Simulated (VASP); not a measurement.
# C (P6_3/mmc) in VASP: settings compared

Aim: see how the results for C move with the level of theory and the settings. Levels: BLYP, PBEsol, PBE. Tasks: single point, relaxation of cell and atoms.

The COD entry that gives the cell may itself be a prediction, so a difference from it is no test against experiment.

Everything below comes from runs of VASP 6.6.1. Logs are shortened: lines on timing, memory, paths and dates and some standing lists are left out, and cuts for length are marked.

## (1) The crystal as given

The structure is hexagonal, space group P6_3/mmc (No. 194). The conventional cell has a = 2.536 Å, b = 2.536 Å, c = 8.366 Å, α = 90.00°, β = 90.00°, γ = 120.00°. C (site symmetry 3m) has 4 C at 1.55 to 1.58 Å as nearest neighbours. Around C (site symmetry 3m) lie 4 C at 1.55 to 1.56 Å.

This is a hexagonal form of diamond, not graphite.

## (2) Single point, BLYP

File INCAR:

```
SYSTEM = C
PREC = Accurate
ENCUT = 520
EDIFF = 1E-7
ISMEAR = -1
SIGMA = 0.05
LREAL = .False.
LASPH = .True.
NELM = 60
ALGO = Normal
ISIF = 2
LWAVE = .False.
LCHARG = .True.
GGA = B5
ALDAX = 1.0
AGGAX = 1.0
AGGAC = 1.0
ALDAC = 0.0
LELF = .True.
LVHAR = .True.
NBANDS = 26
```

File KPOINTS:

```
Automatic mesh
0
Gamma
  12 12 4
  0 0 0
```

File POSCAR:

```
C
1.0
    2.5363390373      0.0000000000      0.0000000000
   -1.2681695187      2.1965340389      0.0000000000
    0.0000000000      0.0000000000      8.3655818452
C
8
Direct
    0.6666666667      0.3333333333      0.8445290131
    0.3333333333      0.6666666667      0.3445290131
    0.6666666667      0.3333333333      0.6554709869
    0.3333333333      0.6666666667      0.1554709869
    0.0000000000      0.0000000000      0.9070295134
    0.0000000000      0.0000000000      0.4070295134
    0.0000000000      0.0000000000      0.5929704866
    0.0000000000      0.0000000000      0.0929704866
```

Potentials or basis: VASP PAW PBE potentials, release 64 (C).

On the command line:

```
cat potpaw_PBE.64/C/POTCAR > POTCAR
mpirun -np 1 vasp_std > vasp.out
```

OUTCAR:

```text
SYSTEM = C
   PREC = Accurate
   ENCUT = 520
   EDIFF = 1E-7
   ISMEAR = -1
   LREAL = .False.
   LASPH = .True.
   NELM = 60
   ISIF = 2
   GGA = B5

 ion  position               nearest neighbor table
   1  0.667  0.333  0.845-   5 1.55   5 1.55   5 1.55   3 1.58
   2  0.333  0.667  0.345-   6 1.55   6 1.55   6 1.55   4 1.58
   3  0.667  0.333  0.655-   7 1.55   7 1.55   7 1.55   1 1.58
   4  0.333  0.667  0.155-   8 1.55   8 1.55   8 1.55   2 1.58
   5  0.000  0.000  0.907-   1 1.55   1 1.55   1 1.55   8 1.56
   6  0.000  0.000  0.407-   2 1.55   2 1.55   2 1.55   7 1.56
   7  0.000  0.000  0.593-   3 1.55   3 1.55   3 1.55   6 1.56
   8  0.000  0.000  0.093-   4 1.55   4 1.55   4 1.55   5 1.56

  LATTYP: Found a hexagonal cell.
 ALAT       =     2.5363390373
 C/A-ratio  =     3.2982900638

  Lattice vectors:

 A1 = (   2.5363390373,   0.0000000000,   0.0000000000)
 A2 = (  -1.2681695187,   2.1965340389,   0.0000000000)
 A3 = (   0.0000000000,   0.0000000000,   8.3655818452)

Analysis of symmetry for initial positions (statically):
=====================================================================
 Subroutine PRICEL returns:
 Original cell was already a primitive cell.

 Routine SETGRP: Setting up the symmetry group for a
 hexagonal supercell.

 Subroutine GETGRP returns: Found 24 space group operations
 (whereof 12 operations were pure point group operations)
 out of a pool of 24 trial point group operations.

The static configuration has the point symmetry D_3d.
 The point group associated with its full space group is D_6h.

Analysis of symmetry for dynamics (positions and initial velocities):
=====================================================================
 Subroutine PRICEL returns:
 Original cell was already a primitive cell.

 Routine SETGRP: Setting up the symmetry group for a
 hexagonal supercell.

 Subroutine GETGRP returns: Found 24 space group operations
 (whereof 12 operations were pure point group operations)
 out of a pool of 24 trial point group operations.

The dynamic configuration has the point symmetry D_3d.
 The point group associated with its full space group is D_6h.

 Subroutine INISYM returns: Found 24 space group operations
 (whereof 12 operations are pure point group operations),
 and found     1 'primitive' translations

----------------------------------------------------------------------------------------

                                     Primitive cell

  volume of cell :      46.6060

  direct lattice vectors                    reciprocal lattice vectors
     2.536339037  0.000000000  0.000000000     0.394269057  0.227631346  0.000000000
    -1.268169519  2.196534039  0.000000000     0.000000000  0.455262692  0.000000000
     0.000000000  0.000000000  8.365581845     0.000000000  0.000000000  0.119537412

  length of vectors
     2.536339037  2.536339037  8.365581845     0.455262692  0.455262692  0.119537412

  position of ions in fractional coordinates (direct lattice)
     0.666666667  0.333333333  0.844529013
     0.333333333  0.666666667  0.344529013
     0.666666667  0.333333333  0.655470987
     0.333333333  0.666666667  0.155470987
     0.000000000  0.000000000  0.907029513
     0.000000000  0.000000000  0.407029513
     0.000000000  0.000000000  0.592970487
     0.000000000  0.000000000  0.092970487

  ion indices of the primitive-cell ions
   primitive index   ion index
                 1           1
                 2           2
                 3           3
                 4           4
                 5           5
                 6           6
                 7           7
                 8           8

----------------------------------------------------------------------------------------

 KPOINTS: Automatic mesh

Automatic generation of k-mesh.
 Grid dimensions read from file:
 generate k-points for:   12   12    4

 Generating k-lattice:

  Cartesian coordinates                     Fractional coordinates (reciprocal lattice)
     0.032855755  0.018969279  0.000000000     0.083333333  0.000000000  0.000000000
     0.000000000  0.037938558  0.000000000     0.000000000  0.083333333  0.000000000
     0.000000000  0.000000000  0.029884353     0.000000000  0.000000000  0.250000000

  Length of vectors
     0.037938558  0.037938558  0.029884353

  Shift w.r.t. Gamma in fractional coordinates (k-lattice)
     0.000000000  0.000000000  0.000000000

 Subroutine IBZKPT returns following result:
 ===========================================

 Found     57 irreducible k-points:

 Following reciprocal coordinates:
            Coordinates               Weight
  0.000000  0.000000  0.000000      1.000000
  0.083333  0.000000  0.000000      6.000000
  0.166667  0.000000  0.000000      6.000000
  0.250000  0.000000  0.000000      6.000000
  0.333333  0.000000  0.000000      6.000000
  0.416667  0.000000  0.000000      6.000000
[... 16 lines left out ...]
  0.250000  0.000000  0.250000     12.000000
  0.333333  0.000000  0.250000     12.000000
 [... further k-points ...]
   k-points           NKPTS =     57   k-points in BZ     NKDIM =     57   number of bands    NBANDS=     26
   number of dos      NEDOS =    301   number of ions     NIONS =      8
   total plane-waves  NPLWV =  25600
   dimension x,y,z NGX =    20 NGY =   20 NGZ =   64
   dimension x,y,z NGXF=    40 NGYF=   40 NGZF=  128
   ions per type =               8
   NGX,Y,Z   is equivalent  to a cutoff of  13.11, 13.11, 12.72 a.u.
   NGXF,Y,Z  is equivalent  to a cutoff of  26.22, 26.22, 25.44 a.u.
 SYSTEM =  C
   PREC   = accura    normal or accurate (medium, high low for compatibility)
   ISTART =      0    job   : 0-new  1-cont  2-samecut
   ICHARG =      2    charge: 1-file 2-atom 10-const
   ISPIN  =      1    spin polarized calculation?
   LNONCOLLINEAR =      F non collinear calculations
   LSORBIT =      F    spin-orbit coupling
   LASPH  =      T    aspherical Exc in radial PAW
   ENCUT  =  520.0 eV  38.22 Ry    6.18 a.u.   4.72  4.72 15.55*2*pi/ulx,y,z
   NELM   =     60;   NELMIN=  2; NELMDL= -5     # of ELM steps
   EDIFF  = 0.1E-06   stopping-criterion for ELM
   LREAL  =      F    real-space projection
   EDIFFG = 0.1E-05   stopping-criterion for IOM
   NSW    =      0    number of steps for IOM
   IBRION =     -1    ionic relax: 0-MD 1-quasi-New 2-CG
   NFREE  =      0    steps in history (QN), initial steepest desc. (CG)
   ISIF   =      2    stress and relaxation
   ISYM   =      2    0-nonsym 1-usesym 2-fastsym
   POTIM  = 0.5000    time-step for ionic-motion
   TEBEG  =    0.0;   TEEND  =   0.0 temperature during run
   PSTRESS=    0.0 pullay stress
   NELECT =      32.0000    total number of electrons
   NUPDOWN=      -1.0000    fix difference up-down
   EMIN   =  10.00;   EMAX   =-10.00  energy-range for DOS
   EFERMI =   0.00;   METHOD = LEGACY
   ISMEAR =    -1;   SIGMA  =   0.05  broadening in eV -4-tet -1-fermi 0-gaus
   EFERMI_NEDOS =   21; number of points for ismear=-14 and -15
   IALGO  =     38    algorithm
   IMIX   =      4    mixing-type and parameters
     AMIX     =   0.40;   BMIX     =  1.00
     AMIX_MAG =   1.60;   BMIX_MAG =  1.00
  volume/ion in A,a.u.               =       5.83        39.31
  Fermi-wavevector in a.u.,A,eV,Ry     =   1.444257  2.729249 28.380081  2.085877
  Thomas-Fermi vector in A             =   2.562572
   LORBIT       =      0    0 simple, 1 ext, 2 COOP (PROOUT), +10 PAW based schemes
   GGA     = B5    functional components
   LHFCALC =     F    Hartree Fock is set to
   AEXX    =    0.0000 exact exchange contribution
   IVDW    =     0    specifies the selected vdW correction
   LEPSILON=     F    determine dielectric tensor
   LRPA    =     F    only Hartree local field effects (RPA)
 non-spin polarized calculation
  energy-cutoff  :      520.00
  volume of cell :       46.61
 maximum number of plane-waves:      1279
 NGX is ok and might be reduce to    20
   NGX =  9   NGY =  9   NGZ = 31

 number of electron      31.9999995 magnetization

 Free energy of the ion-electron system (eV)
  ---------------------------------------------------
  ext. energy  EPLUGINS =         0.00000000
  ---------------------------------------------------
  free energy    TOTEN  =       -66.82824405 eV

  energy without entropy =      -66.82824405  energy(sigma->0) =      -66.82824405

 E-fermi :  10.7658     XC(G=0): -12.4145

 val. band max:        9.7448380174   @ k =   0.0000   0.0000   0.0000
 cond. band min:      14.5600862286   @ k =   0.4167   0.0000   0.0000
 fundamental gap:      4.8152482112
 Fermi energy:        10.7658242983

 k-point     1 :       0.0000    0.0000    0.0000
  band No.  band energies     occupation
      1     -11.2236      2.00000
      2      -9.6291      2.00000
      3      -9.5212      2.00000
      4      -5.7838      2.00000
      5      -3.1891      2.00000
      6       3.1908      2.00000
[... 18 lines left out ...]
     25      17.9003      0.00000
     26      18.0859      0.00000

 k-point     2 :       0.0833    0.0000    0.0000
  band No.  band energies     occupation
      1     -11.0562      2.00000
      2      -9.4644      2.00000
      3      -9.3572      2.00000
      4      -5.6338      2.00000
      5      -3.0375      2.00000
      6       3.2687      2.00000
[... 18 lines left out ...]
     25      18.3628      0.00000
     26      18.6564      0.00000

 k-point     3 :       0.1667    0.0000    0.0000
  band No.  band energies     occupation
      1     -10.5561      2.00000
      2      -8.9726      2.00000
      3      -8.8680      2.00000
      4      -5.1865      2.00000
      5      -2.5973      2.00000
      6       3.4134      2.00000
[... 572 lines left out ...]
 k-point    23 :       0.2500    0.0000    0.2500
  band No.  band energies     occupation
      1      -9.6281      2.00000
      2      -8.8155      2.00000
      3      -7.2274      2.00000
      4      -5.0997      2.00000
      5      -1.1611      2.00000
      6       1.6714      2.00000
[... 18 lines left out ...]
     25      20.0440      0.00000
     26      21.2089      0.00000

 k-point    24 :       0.3333    0.0000    0.2500
  band No.  band energies     occupation
      1      -8.4955      2.00000
      2      -7.6976      2.00000
      3      -6.1477      2.00000
      4      -4.0890      2.00000
      5      -1.0863      2.00000
      6      -0.0432      2.00000
[... 18 lines left out ...]
     25      20.1460      0.00000
     26      21.7773      0.00000

 [... further k-points ...]

------------------------ aborting loop because EDIFF is reached ----------------------------------------

  FORCE on cell =-STRESS in cart. coord.  units (eV):
  Direction    XX          YY          ZZ          XY          YZ          ZX
  --------------------------------------------------------------------------------------
  -------------------------------------------------------------------------------------
  Total        0.1984705      0.1984705      0.1854280     -0.0000000      0.0000000     -0.0000000
  in kB        6.8228382      6.8228382      6.3744768     -0.0000000      0.0000000     -0.0000000
  external PRESSURE =       6.6733844 kB  Pullay stress =       0.0000000 kB

 VOLUME and BASIS-vectors are now :
 -----------------------------------------------------------------------------
  energy-cutoff  :      520.00
  volume of cell :       46.61
      direct lattice vectors                 reciprocal lattice vectors
     2.536339037  0.000000000  0.000000000     0.394269057  0.227631346  0.000000000
    -1.268169519  2.196534039  0.000000000     0.000000000  0.455262692  0.000000000
     0.000000000  0.000000000  8.365581845     0.000000000  0.000000000  0.119537412

 POSITION                                       TOTAL-FORCE (eV/Angst)
 -----------------------------------------------------------------------------------
      1.26817      0.73218      7.06498         0.000000     -0.000000     -0.001588
     -0.00000      1.46436      2.88219        -0.000000      0.000000     -0.001588
      1.26817      0.73218      5.48340         0.000000      0.000000      0.001588
     -0.00000      1.46436      1.30061        -0.000000      0.000000      0.001588
      0.00000      0.00000      7.58783        -0.000000     -0.000000     -0.001296
      0.00000      0.00000      3.40504        -0.000000      0.000000     -0.001296
      0.00000      0.00000      4.96054         0.000000     -0.000000      0.001296
      0.00000      0.00000      0.77775        -0.000000      0.000000      0.001296
 -----------------------------------------------------------------------------------
    total drift:                                0.000000      0.000000      0.000000

  FREE ENERGIE OF THE ION-ELECTRON SYSTEM (eV)
  ---------------------------------------------------
  free  energy   TOTEN  =       -66.8282440519 eV

  energy  without entropy=      -66.8282440519  energy(sigma->0) =      -66.82824405
```

Wall time 48 s (1 thread of Intel Xeon Platinum 8559C (Emerald Rapids), shared host); peak memory 0.18 GiB.

Results:

* Free energy: -66.8282 eV
* Pressure: 0.7 GPa
* Band gap on the k mesh: 4.82 eV, indirect (least direct gap 5.41 eV)

Caveat: the PAW data sets were made with another functional, which shifts forces and pressure a little.

## (3) Relaxation of cell and atoms, BLYP

This run uses another cell than the first one, of 5.67 Å³/atom, 0.974 times its volume.

File INCAR:

```
SYSTEM = C
PREC     = Accurate       ! precision mode
ENCUT    = 600            ! plane-wave cutoff, eV
EDIFF    = 1E-6           ! SCF threshold, eV
ISMEAR   = -1             ! smearing method
SIGMA    = 0.05           ! smearing width, eV
LREAL    = .False.        ! projectors in reciprocal space
LASPH    = .True.         ! aspherical terms in the spheres
NELM     = 60             ! most SCF steps
ALGO     = Fast           ! electronic algorithm
ISIF     = 3              ! what is computed and relaxed
LWAVE    = .False.        ! write WAVECAR
LCHARG   = .False.        ! write CHGCAR
GGA      = B5             ! functional
ALDAX    = 1.0          
AGGAX    = 1.0          
AGGAC    = 1.0          
ALDAC    = 0.0          
IBRION   = 2              ! ionic algorithm
NSW      = 60             ! ionic steps
EDIFFG   = -0.01          ! ionic threshold
```

File KPOINTS:

```
regular mesh
0
Gamma
  12 12 4
  0 0 0
```

File POSCAR:

```
C
1.0
    2.5221000000      0.0000000000      0.0000000000
   -1.2610500000      2.1842026709      0.0000000000
    0.0000000000      0.0000000000      8.2371000000
C
8
Direct
    0.6666666667      0.3333333333      0.8437500000
    0.3333333333      0.6666666667      0.3437500000
    0.6666666667      0.3333333333      0.6562500000
    0.3333333333      0.6666666667      0.1562500000
    0.0000000000      0.0000000000      0.9062500000
    0.0000000000      0.0000000000      0.4062500000
    0.0000000000      0.0000000000      0.5937500000
    0.0000000000      0.0000000000      0.0937500000
```

Potentials or basis: VASP PAW PBE potentials, release 64 (C).

On the command line:

```
cat potpaw_PBE.64/C/POTCAR > POTCAR
mpirun -np 1 vasp_std > vasp.out
```

Wall time 3.7 min (1 thread of Intel Xeon Platinum 8559C (Emerald Rapids), shared host); peak memory 0.19 GiB.

It converged, with:

- Free energy: -66.8383 eV
- Relaxed volume: 5.83 Å³/atom
- Relaxed cell: a = 2.537 Å, b = 2.537 Å, c = 8.366 Å, α = 90.00°, β = 90.00°, γ = 120.00°
- Space group after relaxing (to 0.05 Å): P6_3/mmc (No. 194)
- Energy gained by relaxing: 7.9 meV/atom
- Ionic steps: 8
- Pressure after relaxing: 0.0 GPa
- Band gap on the k mesh: 4.81 eV, indirect (least direct gap 5.41 eV)

Step by step:
| step | energy change (eV) | largest force (eV/Å) | pressure (GPa) | volume (Å³) |
| --- | --- | --- | --- | --- |
| 1 | 0.0000 | 0.3396 | 11.61 | 45.38 |
| 2 | 0.0219 | 0.5003 | -11.91 | 48.12 |
| 3 | -0.0629 | 0.0724 | 0.07 | 46.61 |
| 4 | -0.0629 | 0.0653 | 0.29 | 46.59 |
| 5 | -0.0629 | 0.0938 | -0.18 | 46.64 |
| 6 | -0.0632 | 0.0130 | 0.08 | 46.61 |
| 7 | -0.0632 | 0.0180 | -0.08 | 46.63 |
| 8 | -0.0632 | 0.0012 | -0.02 | 46.62 |

Final structure:
```
C
1.0
     2.53659    0.00000    0.00000
    -1.26830    2.19675    0.00000
     0.00000    0.00000    8.36618
C
8
Direct
  0.66667 0.33333 0.84452
  0.33333 0.66667 0.34452
  0.66667 0.33333 0.65548
  0.33333 0.66667 0.15548
  0.00000 0.00000 0.90702
  0.00000 0.00000 0.40702
  0.00000 0.00000 0.59298
  0.00000 0.00000 0.09298
```

Levels at points of the mesh, in eV from the valence-band top:
```csv
k point,band 13,band 14,band 15,band 16,band 17,band 18,band 19,band 20
"(0.00, 0.00, 0.00)",-1.64,-0.19,0.00,0.00,5.41,5.41,5.55,7.19
"(0.50, 0.00, 0.00)",-4.69,-4.47,-3.48,-2.83,4.91,5.82,6.22,6.28
"(0.00, 0.00, 0.50)",-0.61,-0.61,-0.61,-0.61,6.15,6.15,6.15,6.15
"(0.50, 0.00, 0.50)",-4.47,-4.47,-3.49,-3.49,5.23,5.23,7.21,7.21
```

Caveat: the PAW data sets were made with another functional, which shifts forces and pressure a little. Zero-point motion and thermal expansion aren't in these numbers.

## (4) Single point, PBEsol

This run uses another cell than the first one, of 5.67 Å³/atom, 0.974 times its volume.

File INCAR:

```
  ALGO = Normal
  EDIFF = 1E-6
  ENCUT = 520
  GGA = PS
  ISIF = 2
  ISMEAR = -1
  LASPH = T
  LCHARG = T
  LELF = T
  LREAL = F
  LVHAR = T
  LWAVE = F
  NBANDS = 26
  NELM = 60
  PREC = Accurate
  SIGMA = 0.05
```

File KPOINTS:

```
k-points
0
Gamma
  12 12 4
```

POSCAR is that of step 3.

On the command line:

```
cat potpaw_PBE.64/C/POTCAR > POTCAR
mpirun -np 1 vasp_std > vasp.out
```

Wall time 31 s (1 thread of Intel Xeon Platinum 8559C (Emerald Rapids), shared host); peak memory 0.18 GiB.

It converged, with:

```
Free energy            : -76.9090 eV
Pressure               : -3.3 GPa
Largest force          : 0.330 eV/Å
Band gap on the k mesh : 4.27 eV, indirect (least direct gap 5.12 eV)
```

Forces in eV/Å, atoms in the order of the input:
```
C    0.000  0.000  0.326
C    0.000  0.000  0.326
C    0.000  0.000 -0.326
C    0.000  0.000 -0.326
C    0.000  0.000  0.330
C    0.000  0.000  0.330
C    0.000  0.000 -0.330
C    0.000  0.000 -0.330
```

Stress tensor (GPa, compression positive):
```
-7.42  0.00  0.00
 0.00 -7.42  0.00
 0.00  0.00  5.03
```

Levels at points of the mesh, in eV from the valence-band top:
| k point | band 13 | band 14 | band 15 | band 16 | band 17 | band 18 | band 19 | band 20 |
| --- | --- | --- | --- | --- | --- | --- | --- | --- |
| (0.00, 0.00, 0.00) | -1.75 | -0.23 | 0.00 | 0.00 | 5.12 | 5.12 | 5.65 | 6.93 |
| (0.50, 0.00, 0.00) | -5.04 | -4.56 | -3.73 | -2.94 | 4.31 | 5.46 | 5.73 | 5.87 |
| (0.00, 0.00, 0.50) | -0.68 | -0.68 | -0.68 | -0.68 | 5.92 | 5.92 | 5.92 | 5.92 |
| (0.50, 0.00, 0.50) | -4.76 | -4.76 | -3.68 | -3.68 | 4.67 | 4.67 | 6.95 | 6.95 |

Caveat: the PAW data sets were made with another functional, which shifts forces and pressure a little. As with any semilocal functional, this PBEsol gap is likely too small.

(Continued in part 2 of 2.)
